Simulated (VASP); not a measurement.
A run of VASP 6.6.1 is set up as follows.

POSCAR

```
SrCl2
1.0
    0.0000000000      3.4883500000      3.4883500000
    3.4883500000      0.0000000000      3.4883500000
    3.4883500000      3.4883500000      0.0000000000
Sr Cl
1 2
Direct
    0.0000000000      0.0000000000      0.0000000000
    0.7500000000      0.7500000000      0.7500000000
    0.2500000000      0.2500000000      0.2500000000
```

The input INCAR.step1:

```
ALGO = Normal ; EDIFF = 1E-5
ENCUT = 520 ; GGA = PE
ISIF = 2 ; ISMEAR = 0
KPAR = 4 ; LASPH = T
LCHARG = F ; LREAL = F
LWAVE = T ; NBANDS = 19
NELM = 100 ; PREC = Accurate
SIGMA = 0.02
```

File INCAR.step2:

```
ALGO = Normal ; EDIFF = 1E-6
ENCUT = 520 ; GGA = PE
HFSCREEN = 0.3 ; ISIF = 2
ISMEAR = 0 ; ISTART = 1
KPAR = 4 ; LASPH = T
LCHARG = F ; LHFCALC = T
LREAL = F ; LWAVE = F
NBANDS = 19 ; NELM = 100
PREC = Accurate ; PRECFOCK = Fast
SIGMA = 0.02
```

The input KPOINTS:

```
k-points
0
Gamma
  4 4 4
```

File KPOINTS_OPT:

```
path GXWKGLUWLK,UX
8
line-mode
reciprocal
 0.0000000000  0.0000000000  0.0000000000  G
 0.5000000000  0.0000000000  0.5000000000  X

 0.5000000000  0.0000000000  0.5000000000  X
 0.5000000000  0.2500000000  0.7500000000  W

 0.5000000000  0.2500000000  0.7500000000  W
 0.3750000000  0.3750000000  0.7500000000  K

 0.3750000000  0.3750000000  0.7500000000  K
 0.0000000000  0.0000000000  0.0000000000  G

 0.0000000000  0.0000000000  0.0000000000  G
 0.5000000000  0.5000000000  0.5000000000  L

 0.5000000000  0.5000000000  0.5000000000  L
 0.6250000000  0.2500000000  0.6250000000  U

 0.6250000000  0.2500000000  0.6250000000  U
 0.5000000000  0.2500000000  0.7500000000  W

 0.5000000000  0.2500000000  0.7500000000  W
 0.5000000000  0.5000000000  0.5000000000  L

 0.5000000000  0.5000000000  0.5000000000  L
 0.3750000000  0.3750000000  0.7500000000  K

 0.6250000000  0.2500000000  0.6250000000  U
 0.5000000000  0.0000000000  0.5000000000  X
```

Potentials or basis: VASP PAW PBE potentials, release 64 (Sr_sv, Cl).

Launch:

```console
$ cat potpaw_PBE.64/Sr_sv/POTCAR potpaw_PBE.64/Cl/POTCAR > POTCAR
$ cp INCAR.step1 INCAR
$ mpirun -np 4 vasp_std > vasp.out
$ cp INCAR.step2 INCAR
$ mpirun -np 4 vasp_std > vasp.out
```

Problem. What does it give for the pressure?

Solution. 0.6 GPa.

Problem. Estimate the band gap along the path.

Solution. 6.38 eV, indirect (least direct gap 6.56 eV).

Levels at the corners of the path, in eV from the valence-band top:
| point | band 9 | band 10 | band 11 | band 12 | band 13 | band 14 | band 15 | band 16 |
| --- | --- | --- | --- | --- | --- | --- | --- | --- |
| Γ | -2.25 | -0.36 | -0.36 | -0.36 | 6.38 | 7.26 | 7.26 | 10.12 |
| X | -2.01 | -0.41 | -0.41 | 0.00 | 6.56 | 8.29 | 8.92 | 9.32 |
| X | -2.01 | -0.41 | -0.41 | 0.00 | 6.56 | 8.29 | 8.92 | 9.32 |
| W | -1.29 | -1.29 | -0.32 | -0.11 | 7.32 | 8.23 | 8.46 | 8.46 |
| W | -1.29 | -1.29 | -0.32 | -0.11 | 7.32 | 8.23 | 8.46 | 8.46 |
| K | -1.84 | -0.74 | -0.56 | -0.11 | 7.04 | 8.37 | 8.60 | 8.85 |
| K | -1.84 | -0.74 | -0.56 | -0.11 | 7.04 | 8.37 | 8.60 | 8.85 |
| Γ | -2.25 | -0.36 | -0.36 | -0.36 | 6.38 | 7.26 | 7.26 | 10.12 |
| Γ | -2.25 | -0.36 | -0.36 | -0.36 | 6.38 | 7.26 | 7.26 | 10.12 |
| L | -1.57 | -1.39 | -1.12 | -1.12 | 7.93 | 7.93 | 8.81 | 8.87 |
| L | -1.57 | -1.39 | -1.12 | -1.12 | 7.93 | 7.93 | 8.81 | 8.87 |
| U | -1.84 | -0.74 | -0.56 | -0.11 | 7.04 | 8.37 | 8.60 | 8.85 |
| U | -1.84 | -0.74 | -0.56 | -0.11 | 7.04 | 8.37 | 8.60 | 8.85 |
| W | -1.29 | -1.29 | -0.32 | -0.11 | 7.32 | 8.23 | 8.46 | 8.46 |
| W | -1.29 | -1.29 | -0.32 | -0.11 | 7.32 | 8.23 | 8.46 | 8.46 |
| L | -1.57 | -1.39 | -1.12 | -1.12 | 7.93 | 7.93 | 8.81 | 8.87 |
| L | -1.57 | -1.39 | -1.12 | -1.12 | 7.93 | 7.93 | 8.81 | 8.87 |
| K | -1.84 | -0.74 | -0.56 | -0.11 | 7.04 | 8.37 | 8.60 | 8.85 |
| U | -1.84 | -0.74 | -0.56 | -0.11 | 7.04 | 8.37 | 8.60 | 8.85 |
| X | -2.01 | -0.41 | -0.41 | 0.00 | 6.56 | 8.29 | 8.92 | 9.32 |

Caveat: the PAW data sets were made with another functional, which shifts forces and pressure a little.
